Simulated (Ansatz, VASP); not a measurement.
## One calculation of EuS, two programs

File INCAR:

```
  ALGO = Normal
  EDIFF = 1E-7
  EDIFFG = -0.01
  ENCUT = 600
  GGA = RE
  IBRION = 2
  ISIF = 3
  ISMEAR = -1
  ISPIN = 2
  IVDW = 12
  LASPH = True
  LCHARG = False
  LMAXMIX = 6
  LORBIT = 11
  LREAL = False
  LWAVE = False
  MAGMOM = 7 0
  NELM = 100
  NSW = 40
  PREC = Accurate
  SIGMA = 0.05
```

The input KPOINTS:

```
k-points
0
Gamma
  8 8 8
```

The input POSCAR:

```
EuS
1.0
    0.0000000000      2.9785000000      2.9785000000
    2.9785000000      0.0000000000      2.9785000000
    2.9785000000      2.9785000000      0.0000000000
Eu S
1 1
Direct
    0.0000000000      0.0000000000      0.0000000000
    0.5000000000      0.5000000000      0.5000000000
```

The input input.yaml:

```yaml
crystal:
  lattice:
    - [0.0, 2.9785, 2.9785]
    - [2.9785, 0.0, 2.9785]
    - [2.9785, 2.9785, 0.0]
  atoms:
    - { symbol: Eu, position: [0.0, 0.0, 0.0], spin: 7.0 }
    - { symbol: S, position: [0.5, 0.5, 0.5] }
hamiltonian:
  xc: revpbe
  pseudopotentials: { kind: paw }
  dispersion: d3bj
magnetization:
  spin_polarized: true
kpoints:
  mp_grid: { grid: [8, 8, 8] }
scf:
  occupations: { method: fermi_dirac, width: 0.05 }
output:
  forces: true
  stress: true
relax:
  f_tol: 0.01
  max_steps: 40
  cell: { stress_tol: 0.05 }
```

Alike in both runs: task relaxation of cell and atoms; functional revPBE; dispersion D3(BJ); k mesh 8 × 8 × 8; occupations fermi-dirac, width 0.05 eV; collinear spin, ferromagnetic start.

```csv
,VASP,Ansatz
version,VASP 6.6.1,Ansatz 0.2.0
potentials or method,"VASP PAW PBE potentials, release 64 (Eu, S)",Ansatz PAW
plane-wave cutoff (eV),600,420
valence electrons in the cell,23,23
```

VASP gave:

- net moment per atom (μB): 3.48
- size of the moment on the site where the two differ most (μB): 6.55
- relaxed volume (Å³/atom): 23.62
- relaxed cell length with the largest relative difference (Å): 4.057
- energy change over the relaxation (meV/atom): -49

Estimate Ansatz's values.

net moment per atom (μB): 3.48; size of the moment on the site where the two differ most (μB): 6.69; relaxed volume (Å³/atom): 23.75; relaxed cell length with the largest relative difference (Å): 4.065; energy change over the relaxation (meV/atom): -44.

Site moments also hang on the region over which each program counts them.

Caveats: spin-orbit coupling is left out, which moves the levels of the heavy elements; a cell with one magnetic atom can't hold antiferromagnetic order, which such compounds often take; without U or exact exchange the open f shell lies at the Fermi level, which spoils levels, moments and volumes; the PAW data sets were made with another functional, which shifts forces and pressure a little (VASP); the volume moved by -11 % from the deposited cell, more than functionals usually miss (VASP); pairwise dispersion overbinds metals, which lowers pressure and volume (VASP); the plane-wave basis is chosen anew once the cell has moved, so the energies of steps on either side of that aren't comparable (Ansatz). With open d or f shells a metallic result of revPBE can be an artefact of self-interaction; +U or a hybrid may open a gap. The state reached can hang on the start; a lower one may exist.
